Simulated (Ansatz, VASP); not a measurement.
Cu: VASP beside Ansatz

```
Cu
1.0
     2.54555    0.00000    0.00000
    -1.27277    2.20451    0.00000
     0.00000    0.00000    4.15728
Cu
2
Direct
  0.33333 0.66667 0.25000
  0.66667 0.33333 0.75000
```

Alike in both runs: functional PBEsol; k mesh 18 × 18 × 10; occupations gaussian, width 0.1 eV; no spin polarisation.

Ansatz relaxed the structure, and its values are those at the end. VASP's run is a single point on that final structure, the one shown.

```csv
,VASP,Ansatz
version,VASP 6.6.1,Ansatz 0.2.0
potentials or method,"VASP PAW PBE potentials, release 64 (Cu)","scalar-relativistic, plane waves, PAW"
plane-wave cutoff (eV),520,420
valence electrons in the cell,22,38
```

VASP gave:

- gap on the k mesh at the Fermi level (eV): none
- pressure (GPa): -3.8

Task: Which values does Ansatz return?

Result: gap on the k mesh at the Fermi level (eV): none; pressure (GPa): -4.5.

A gap of «none» marks a metal or a gap that the smearing closes. The two sets of potentials don't hold the same shells in valence.

Caveats: the PAW data sets were made with another functional, which shifts forces and pressure a little (VASP).
